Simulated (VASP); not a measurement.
# SrCl2 under changes of volume

One of the cells (28.865 Å³/atom); the others are scaled copies at fixed shape and fractional positions:

```xyz
3
Lattice="0.0000 3.5115 3.5115 3.5115 0.0000 3.5115 3.5115 3.5115 0.0000" Properties=species:S:1:pos:R:3 pbc="T T T"
Sr    0.0000    0.0000    0.0000
Cl    5.2672    5.2672    5.2672
Cl    1.7557    1.7557    1.7557
```

```yaml
Program: VASP 6.6.1
Functional: PBE
Potentials_or_basis: VASP PAW PBE potentials, release 64 (Sr_sv, Cl)
Cutoff: 520 eV
k_mesh: 7 × 7 × 7
Occupations: fermi-dirac, width 0.05 eV
Spin: no spin polarisation
```

```csv
volume (Å³/atom),energy over the lowest point (meV/atom),pressure (GPa),gap on the mesh (eV)
26.601,28.52,3.8,5.58
27.167,?,?,?
27.733,8.26,1.9,5.45
28.865,0.21,0.3,5.30
29.431,0.00,-0.3,5.22
29.997,1.99,-0.9,5.15
```

Problem. What does the run at 27.167 Å³/atom give?

Solution. Energy over the lowest point 16.69 meV/atom; pressure 2.8 GPa; gap on the mesh 5.54 eV.

Worked out: A Birch-Murnaghan fit of order 3 (a polynomial in V^(-2/3)) to the other rows has its minimum at 29.20 Å³/atom with B0 = V·E''(V) = 34 GPa and B' = 4.6. It gives 16.69 meV/atom at 27.167 Å³/atom, against the run's 16.69, and -dE/dV = 2.8 GPa, against 2.8. A parabola through the other rows of the gap, of slope -3.24 eV per unit of ln V there, gives 5.52 eV, against the run's 5.54.

Energies are extrapolated to zero smearing.

Caveats: an odd mesh through Γ misses points on the zone boundary, where band edges often lie. Spin-orbit coupling on Sr is left out.
